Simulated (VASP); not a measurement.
# LiF (Griceite) (Fm-3m) in VASP: further runs

One crystal, LiF (Griceite), is run at these levels: HSE03, PBE; tasks: single point.

Program: VASP 6.6.1. These are calculated values, not measurements. Logs are shortened: lines on timing, memory, paths and dates and some standing lists are left out, and cuts for length are marked.

**1. Starting point**

The structure is cubic, space group Fm-3m (No. 225). The conventional cell has a = 4.028 Å, b = 4.028 Å, c = 4.028 Å, α = 90.00°, β = 90.00°, γ = 90.00°. F (site symmetry m-3m) is surrounded by 6 Li at 2.01 Å. Li (site symmetry m-3m) has 6 F at 2.01 Å as nearest neighbours.

**2. Single point, HSE03**

File run.py:

```python
from ase.calculators.vasp import Vasp
from ase.dft.bandgap import bandgap
from ase.io import read

atoms = read('LiF.cif', primitive_cell=True, subtrans_included=False)
calc = Vasp(
    directory='calc',
    xc='hse03',
    pp='PBE',
    setups={'base': 'minimal', 'F': '_GW', 'Li': '_GW'},
    prec='Accurate',
    encut=550,
    ediff=1e-06,
    ismear=-1,
    sigma=0.1,
    lreal=False,
    lasph=True,
    nelm=60,
    algo='Normal',
    isif=2,
    lwave=False,
    lcharg=False,
    precfock='Normal',
    kpts=[6, 6, 6],
    gamma=True,
)
atoms.calc = calc

print('energy (eV):', atoms.get_potential_energy())
print('free energy (eV):', atoms.get_potential_energy(force_consistent=True))
print('forces (eV/A):')
print(atoms.get_forces())
print('stress (eV/A^3, Voigt):', atoms.get_stress())
print('Fermi level (eV):', calc.get_fermi_level())
gap, top, bottom = bandgap(calc)
print('band gap (eV):', gap, 'from (spin, k, band)', top, 'to', bottom)
```

File LiF.cif:

```cif
data_LiF
_cell_length_a 4.02800000
_cell_length_b 4.02800000
_cell_length_c 4.02800000
_cell_angle_alpha 90.00000000
_cell_angle_beta 90.00000000
_cell_angle_gamma 90.00000000
_space_group_name_H-M_alt 'Fm-3m'
_space_group_name_Hall '-F 4 2 3'
_space_group_IT_number 225
loop_
_space_group_symop_operation_xyz
'x,y,z'
'-x,-y,-z'
'-y,x,z'
'y,-x,-z'
'-x,-y,z'
'x,y,-z'
'y,-x,z'
'-y,x,-z'
'x,-y,-z'
'-x,y,z'
'-y,-x,-z'
'y,x,z'
'-x,y,-z'
'x,-y,z'
'y,x,-z'
'-y,-x,z'
'z,x,y'
'-z,-x,-y'
'z,-y,x'
'-z,y,-x'
'z,-x,-y'
'-z,x,y'
'z,y,-x'
'-z,-y,x'
'-z,x,-y'
'z,-x,y'
'-z,-y,-x'
'z,y,x'
'-z,-x,y'
'z,x,-y'
'-z,y,x'
'z,-y,-x'
'y,z,x'
'-y,-z,-x'
'x,z,-y'
'-x,-z,y'
'-y,z,-x'
'y,-z,x'
'-x,z,y'
'x,-z,-y'
'-y,-z,x'
'y,z,-x'
'-x,-z,-y'
'x,z,y'
'y,-z,-x'
'-y,z,x'
'x,-z,y'
'-x,z,-y'
'x,y+1/2,z+1/2'
'-x,-y+1/2,-z+1/2'
'-y,x+1/2,z+1/2'
'y,-x+1/2,-z+1/2'
[... 63 lines left out ...]
'-z+1/2,y,-x+1/2'
'z+1/2,-x,-y+1/2'
'-z+1/2,x,y+1/2'
'z+1/2,y,-x+1/2'
'-z+1/2,-y,x+1/2'
'-z+1/2,x,-y+1/2'
'z+1/2,-x,y+1/2'
'-z+1/2,-y,-x+1/2'
'z+1/2,y,x+1/2'
'-z+1/2,-x,y+1/2'
'z+1/2,x,-y+1/2'
'-z+1/2,y,x+1/2'
'z+1/2,-y,-x+1/2'
'y+1/2,z,x+1/2'
'-y+1/2,-z,-x+1/2'
'x+1/2,z,-y+1/2'
'-x+1/2,-z,y+1/2'
'-y+1/2,z,-x+1/2'
'y+1/2,-z,x+1/2'
'-x+1/2,z,y+1/2'
'x+1/2,-z,-y+1/2'
'-y+1/2,-z,x+1/2'
'y+1/2,z,-x+1/2'
'-x+1/2,-z,-y+1/2'
'x+1/2,z,y+1/2'
'y+1/2,-z,-x+1/2'
'-y+1/2,z,x+1/2'
'x+1/2,-z,y+1/2'
'-x+1/2,z,-y+1/2'
'x+1/2,y+1/2,z'
'-x+1/2,-y+1/2,-z'
'-y+1/2,x+1/2,z'
'y+1/2,-x+1/2,-z'
'-x+1/2,-y+1/2,z'
'x+1/2,y+1/2,-z'
'y+1/2,-x+1/2,z'
'-y+1/2,x+1/2,-z'
'x+1/2,-y+1/2,-z'
'-x+1/2,y+1/2,z'
'-y+1/2,-x+1/2,-z'
'y+1/2,x+1/2,z'
'-x+1/2,y+1/2,-z'
'x+1/2,-y+1/2,z'
'y+1/2,x+1/2,-z'
'-y+1/2,-x+1/2,z'
'z+1/2,x+1/2,y'
'-z+1/2,-x+1/2,-y'
'z+1/2,-y+1/2,x'
'-z+1/2,y+1/2,-x'
'z+1/2,-x+1/2,-y'
'-z+1/2,x+1/2,y'
'z+1/2,y+1/2,-x'
'-z+1/2,-y+1/2,x'
'-z+1/2,x+1/2,-y'
'z+1/2,-x+1/2,y'
'-z+1/2,-y+1/2,-x'
'z+1/2,y+1/2,x'
'-z+1/2,-x+1/2,y'
'z+1/2,x+1/2,-y'
'-z+1/2,y+1/2,x'
'z+1/2,-y+1/2,-x'
'y+1/2,z+1/2,x'
'-y+1/2,-z+1/2,-x'
'x+1/2,z+1/2,-y'
'-x+1/2,-z+1/2,y'
'-y+1/2,z+1/2,-x'
'y+1/2,-z+1/2,x'
'-x+1/2,z+1/2,y'
'x+1/2,-z+1/2,-y'
'-y+1/2,-z+1/2,x'
'y+1/2,z+1/2,-x'
'-x+1/2,-z+1/2,-y'
'x+1/2,z+1/2,y'
'y+1/2,-z+1/2,-x'
'-y+1/2,z+1/2,x'
'x+1/2,-z+1/2,y'
'-x+1/2,z+1/2,-y'
loop_
_atom_site_label
_atom_site_type_symbol
_atom_site_symmetry_multiplicity
_atom_site_Wyckoff_symbol
_atom_site_fract_x
_atom_site_fract_y
_atom_site_fract_z
_atom_site_occupancy
F1 F 4 b 0.5000000000 0.0000000000 0.0000000000 1
Li1 Li 4 a 0.0000000000 0.0000000000 0.0000000000 1
```

Potentials or basis: VASP PAW PBE potentials, release 64 (F_GW, Li_GW).

Command:

```console
$ python run.py
```

Standard output:

```text
energy (eV): -11.17132146
free energy (eV): -11.17132146
forces (eV/A):
[[-0.  0. -0.]
 [ 0. -0.  0.]]
stress (eV/A^3, Voigt): [ 0.00878691  0.00878691  0.00878691 -0.         -0.         -0.        ]
Fermi level (eV): -2.55870509
band gap (eV): 11.046499999999998 from (spin, k, band) (0, np.int64(0), np.int64(3)) to (0, np.int64(0), np.int64(4))
```

OUTCAR:

```text
ENCUT = 550.000000
   HFSCREEN = 0.300000
   EDIFF = 1.00e-06
   GGA = PE
   PREC = Accurate
   PRECFOCK = Normal
   ISIF = 2
   ISMEAR = -1
   NELM = 60
   LASPH = .TRUE.
   LHFCALC = .TRUE.
   LREAL = .FALSE.

 ion  position               nearest neighbor table
   1  0.500  0.500  0.500-   2 2.01   2 2.01   2 2.01   2 2.01   2 2.01   2 2.01
   2  0.000  0.000  0.000-   1 2.01   1 2.01   1 2.01   1 2.01   1 2.01   1 2.01

  LATTYP: Found a face centered cubic cell.
 ALAT       =     4.0280000000

  Lattice vectors:

 A1 = (   0.0000000000,   2.0140000000,   2.0140000000)
 A2 = (   2.0140000000,   0.0000000000,   2.0140000000)
 A3 = (   2.0140000000,   2.0140000000,   0.0000000000)

Analysis of symmetry for initial positions (statically):
=====================================================================
 Subroutine PRICEL returns:
 Original cell was already a primitive cell.

 Routine SETGRP: Setting up the symmetry group for a
 face centered cubic supercell.

 Subroutine GETGRP returns: Found 48 space group operations
 (whereof 48 operations were pure point group operations)
 out of a pool of 48 trial point group operations.

The static configuration has the point symmetry O_h .

Analysis of symmetry for dynamics (positions and initial velocities):
=====================================================================
 Subroutine PRICEL returns:
 Original cell was already a primitive cell.

 Routine SETGRP: Setting up the symmetry group for a
 face centered cubic supercell.

 Subroutine GETGRP returns: Found 48 space group operations
 (whereof 48 operations were pure point group operations)
 out of a pool of 48 trial point group operations.

The dynamic configuration has the point symmetry O_h .

 Subroutine INISYM returns: Found 48 space group operations
 (whereof 48 operations are pure point group operations),
 and found     1 'primitive' translations

----------------------------------------------------------------------------------------

                                     Primitive cell

  volume of cell :      16.3384

  direct lattice vectors                    reciprocal lattice vectors
     0.000000000  2.014000000  2.014000000    -0.248262165  0.248262165  0.248262165
     2.014000000  0.000000000  2.014000000     0.248262165 -0.248262165  0.248262165
     2.014000000  2.014000000  0.000000000     0.248262165  0.248262165 -0.248262165

  length of vectors
[... 86 lines left out ...]
   EMIN   =  10.00;   EMAX   =-10.00  energy-range for DOS
   EFERMI =   0.00;   METHOD = LEGACY
   ISMEAR =    -1;   SIGMA  =   0.10  broadening in eV -4-tet -1-fermi 0-gaus
   EFERMI_NEDOS =   21; number of points for ismear=-14 and -15
   IALGO  =     38    algorithm
   IMIX   =      1    mixing-type and parameters
     AMIX     =   0.40;   BMIX     =  1.00
     AMIX_MAG =   1.60;   BMIX_MAG =  1.00
  volume/ion in A,a.u.               =       8.17        55.13
  Fermi-wavevector in a.u.,A,eV,Ry     =   1.290334  2.438377 22.653169  1.664961
  Thomas-Fermi vector in A             =   2.422172
   LORBIT       =      0    0 simple, 1 ext, 2 COOP (PROOUT), +10 PAW based schemes
   GGA     = PE    functional components
   LHFCALC =     T    Hartree Fock is set to
   PRECFOCK=normal    Normal, Fast or Accurate (Low or Medium for compatibility)
   ENCUT4O =  -1.0   cutoff for four orbital integrals eV
   NKREDX  =     1    reduce k-point grid by
   NKREDY  =     1    reduce k-point grid by
   NKREDZ  =     1    reduce k-point grid by
   AEXX    =    0.2500 exact exchange contribution
   HFSCREEN=    0.3000 screening length (either q_TF or 0.3 A-1)
   HFSCREENC=   0.3000 screening length for correlation (either q_TF or 0.3 A-1)
   ENCUTFOCK=  -1.0 apply spherical cutoff to Coloumb kernel
   IVDW    =     0    specifies the selected vdW correction
   LEPSILON=     F    determine dielectric tensor
   LRPA    =     F    only Hartree local field effects (RPA)
 non-spin polarized calculation
  energy-cutoff  :      550.00
  volume of cell :       16.34
 maximum number of plane-waves:       531
 NGX is ok and might be reduce to    24
  NGX = 18; NGY = 18; NGZ = 18

 number of electron       7.9999995 magnetization

 Free energy of the ion-electron system (eV)
  ---------------------------------------------------
  ext. energy  EPLUGINS =         0.00000000
  ---------------------------------------------------
  free energy    TOTEN  =       -11.17132146 eV

  energy without entropy =      -11.17132146  energy(sigma->0) =      -11.17132146

 E-fermi :  -2.5587     XC(G=0):  -8.0803

 val. band max:       -4.7457062304   @ k =   0.0000   0.0000   0.0000
 cond. band min:       6.3007805878   @ k =   0.0000   0.0000   0.0000
 fundamental gap:     11.0464868182
 Fermi energy:        -2.5587050869

 k-point     1 :       0.0000    0.0000    0.0000
  band No.  band energies     occupation
      1     -26.3508      2.00000
      2      -4.7457      2.00000
      3      -4.7457      2.00000
      4      -4.7457      2.00000
      5       6.3008      0.00000
      6      21.5842      0.00000
      7      21.5842      0.00000
      8      21.5848      0.00000
[... 155 lines left out ...]
 k-point    16 :      -0.3333    0.5000    0.1667
  band No.  band energies     occupation
      1     -25.6006      2.00000
      2      -7.3978      2.00000
      3      -6.3713      2.00000
      4      -5.6523      2.00000
      5      12.3686      0.00000
      6      12.8196      0.00000
      7      14.8705      0.00000
      8      16.9811      0.00000

------------------------ aborting loop because EDIFF is reached ----------------------------------------

  FORCE on cell =-STRESS in cart. coord.  units (eV):
  Direction    XX          YY          ZZ          XY          YZ          ZX
  --------------------------------------------------------------------------------------
  -------------------------------------------------------------------------------------
  Total       -0.1435636     -0.1435636     -0.1435636     -0.0000000     -0.0000000      0.0000000
  in kB      -14.0781831    -14.0781831    -14.0781831     -0.0000000     -0.0000000      0.0000000
  external PRESSURE =     -14.0781831 kB  Pullay stress =       0.0000000 kB

 VOLUME and BASIS-vectors are now :
 -----------------------------------------------------------------------------
  energy-cutoff  :      550.00
  volume of cell :       16.34
      direct lattice vectors                 reciprocal lattice vectors
     0.000000000  2.014000000  2.014000000    -0.248262165  0.248262165  0.248262165
     2.014000000  0.000000000  2.014000000     0.248262165 -0.248262165  0.248262165
     2.014000000  2.014000000  0.000000000     0.248262165  0.248262165 -0.248262165

 POSITION                                       TOTAL-FORCE (eV/Angst)
 -----------------------------------------------------------------------------------
      2.01400      2.01400      2.01400        -0.000000      0.000000     -0.000000
      0.00000      0.00000      0.00000         0.000000     -0.000000      0.000000
 -----------------------------------------------------------------------------------
    total drift:                                0.000007      0.000005      0.000006

  FREE ENERGIE OF THE ION-ELECTRON SYSTEM (eV)
  ---------------------------------------------------
  free  energy   TOTEN  =       -11.1713214623 eV

  energy  without entropy=      -11.1713214621  energy(sigma->0) =      -11.17132146
```

INCAR:

```text
ENCUT = 550.000000
HFSCREEN = 0.300000
SIGMA = 0.100000
EDIFF = 1.00e-06
ALGO = Normal
GGA = PE
PREC = Accurate
PRECFOCK = Normal
ISIF = 2
ISMEAR = -1
NELM = 60
LASPH = .TRUE.
LCHARG = .FALSE.
LHFCALC = .TRUE.
LWAVE = .FALSE.
LREAL = .FALSE.
```

Wall time 9.3 min (1 thread of Intel Xeon Platinum 8259CL at 2.50GHz (Skylake/Cascade Lake), shared host); peak memory 0.25 GiB.

Results:

```yaml
Free_energy: -11.1713 eV
Band_gap_on_the_k_mesh: 11.05 eV, direct
```

Caveat: the k mesh is coarse (spacing up to 0.45 Å⁻¹), so the values aren't converged, least of all with exact exchange; the cutoff is under 1.25 times the usual one of these potentials, so pressure, stress and relaxed cells hold a basis-set (Pulay) error; the PAW data sets were made with another functional, which shifts forces and pressure a little.

**3. Single point, PBE**

File INCAR:

```
SYSTEM = LiF
  PREC = Accurate
  ENCUT = 520
  EDIFF = 1E-6
  ISMEAR = 0
  SIGMA = 0.020999999999999998
  LREAL = .FALSE.
  LASPH = .TRUE.
  NELM = 100
  ALGO = Normal
  ISIF = 2
  LWAVE = .FALSE.
  LCHARG = .FALSE.
  GGA = PE
```

File KPOINTS:

```
regular mesh
0
G
  11 11 11
  0 0 0
```

File POSCAR:

```
LiF
1.0
    0.0000000000      2.0140000000      2.0140000000
    2.0140000000      0.0000000000      2.0140000000
    2.0140000000      2.0140000000      0.0000000000
F Li
1 1
Direct
    0.5000000000      0.5000000000      0.5000000000
    0.0000000000      0.0000000000      0.0000000000
```

Potentials or basis: VASP PAW PBE potentials, release 64 (F, Li_sv).

Command:

```console
$ cat potpaw_PBE.64/F/POTCAR potpaw_PBE.64/Li_sv/POTCAR > POTCAR
$ mpirun -np 1 vasp_std > vasp.out
```

OUTCAR:

```text
SYSTEM = LiF
   PREC = Accurate
   ENCUT = 520
   EDIFF = 1E-6
   ISMEAR = 0
   LREAL = .FALSE.
   LASPH = .TRUE.
   NELM = 100
   ISIF = 2
   GGA = PE

 ion  position               nearest neighbor table
   1  0.500  0.500  0.500-   2 2.01   2 2.01   2 2.01   2 2.01   2 2.01   2 2.01
   2  0.000  0.000  0.000-   1 2.01   1 2.01   1 2.01   1 2.01   1 2.01   1 2.01

  LATTYP: Found a face centered cubic cell.
 ALAT       =     4.0280000000

  Lattice vectors:

 A1 = (   0.0000000000,   2.0140000000,   2.0140000000)
 A2 = (   2.0140000000,   0.0000000000,   2.0140000000)
 A3 = (   2.0140000000,   2.0140000000,   0.0000000000)

Analysis of symmetry for initial positions (statically):
=====================================================================
 Subroutine PRICEL returns:
 Original cell was already a primitive cell.

 Routine SETGRP: Setting up the symmetry group for a
 face centered cubic supercell.

 Subroutine GETGRP returns: Found 48 space group operations
 (whereof 48 operations were pure point group operations)
 out of a pool of 48 trial point group operations.

The static configuration has the point symmetry O_h .

Analysis of symmetry for dynamics (positions and initial velocities):
[... 164 lines left out ...]

 val. band max:       -1.0185835681   @ k =   0.0000   0.0000   0.0000
 cond. band min:       8.0685639546   @ k =   0.0000   0.0000   0.0000
 fundamental gap:      9.0871475226
 Fermi energy:        -0.8707653901

 k-point     1 :       0.0000    0.0000    0.0000
  band No.  band energies     occupation
      1     -41.9389      2.00000
      2     -20.9935      2.00000
      3      -1.0186      2.00000
      4      -1.0186      2.00000
      5      -1.0186      2.00000
      6       8.0686      0.00000
      7      22.9474      0.00000
      8      22.9474      0.00000
      9      22.9482      0.00000
[... 265 lines left out ...]
 k-point    24 :      -0.1818    0.1818    0.0000
  band No.  band energies     occupation
      1     -41.9002      2.00000
      2     -20.7025      2.00000
      3      -2.4741      2.00000
      4      -1.7327      2.00000
      5      -1.0936      2.00000
      6       9.9766      0.00000
      7      16.0875      0.00000
      8      18.9668      0.00000
      9      19.2461      0.00000

 [... further k-points ...]
[... 5 lines left out ...]
  --------------------------------------------------------------------------------------
  -------------------------------------------------------------------------------------
  Total        0.1685285      0.1685285      0.1685285      0.0000000      0.0000000      0.0000000
  in kB       16.5262955     16.5262955     16.5262955      0.0000000      0.0000000      0.0000000
  external PRESSURE =      16.5262955 kB  Pullay stress =       0.0000000 kB

 VOLUME and BASIS-vectors are now :
 -----------------------------------------------------------------------------
  energy-cutoff  :      520.00
  volume of cell :       16.34
      direct lattice vectors                 reciprocal lattice vectors
     0.000000000  2.014000000  2.014000000    -0.248262165  0.248262165  0.248262165
     2.014000000  0.000000000  2.014000000     0.248262165 -0.248262165  0.248262165
     2.014000000  2.014000000  0.000000000     0.248262165  0.248262165 -0.248262165

 POSITION                                       TOTAL-FORCE (eV/Angst)
 -----------------------------------------------------------------------------------
      2.01400      2.01400      2.01400         0.000000      0.000000      0.000000
      0.00000      0.00000      0.00000        -0.000000     -0.000000      0.000000
 -----------------------------------------------------------------------------------
    total drift:                               -0.000000     -0.000000      0.000000

  FREE ENERGIE OF THE ION-ELECTRON SYSTEM (eV)
  ---------------------------------------------------
  free  energy   TOTEN  =        -9.6375601030 eV

  energy  without entropy=       -9.6375601030  energy(sigma->0) =       -9.63756010
```

stdout:

```text
POSCAR found type information on POSCAR F Li
 POSCAR found :  2 types and       2 ions
 scaLAPACK will be used
 LDA part: xc-table for (Slater+PW92), standard interpolation
 POSCAR, INCAR and KPOINTS ok, starting setup
 FFT: planning ... GRIDC
 FFT: planning ... GRID_SOFT
 FFT: planning ... GRID
 WAVECAR not read
 entering main loop
```

It took 3.4 s on 1 thread of Intel Xeon 6975P-C (Granite Rapids), shared host; peak memory 0.13 GiB.

Results:

```
Free energy            : -9.6376 eV
Band gap on the k mesh : 9.09 eV, direct
```

Caveat: the cutoff is under 1.25 times the usual one of these potentials, so pressure, stress and relaxed cells hold a basis-set (Pulay) error; an odd mesh through Γ misses points on the zone boundary, where band edges often lie.

**4. The reference run**

An earlier run on the cell as given: functional PBE; potentials or basis VASP PAW PBE potentials, release 64 (F, Li_sv); cutoff 520 eV; k mesh 11 × 11 × 11; occupations fermi-dirac, width 0.05 eV; no spin polarisation.

- Band gap on the k mesh: 9.09 eV, direct

**5. The runs side by side**

```csv
level,potentials or basis,k mesh,cutoff (eV),smearing,grid for exact exchange (PRECFOCK),mesh quality,gap on the mesh (eV)
HSE03,"VASP PAW PBE potentials, release 64 (F_GW, Li_GW)",6 × 6 × 6,550,fermi-dirac 0.1 eV,Normal,coarse,11.05
PBE,"VASP PAW PBE potentials, release 64 (F, Li_sv)",11 × 11 × 11,520,gaussian 0.021 eV,-,not flagged,9.09
PBE,"VASP PAW PBE potentials, release 64 (F, Li_sv)",11 × 11 × 11,520,fermi-dirac 0.05 eV,-,not flagged,9.09
```

Alike in all rows: task single point; no spin polarisation; cell as given.

Caveats: some runs use coarse meshes; the cutoff is under 1.25 times the usual one of these potentials, so pressure, stress and relaxed cells hold a basis-set (Pulay) error; an odd mesh through Γ misses points on the zone boundary, where band edges often lie (some runs); the PAW data sets were made with another functional, which shifts forces and pressure a little (some runs).

Total energies depend on the potentials used, so only differences within one code and one set of settings carry meaning.
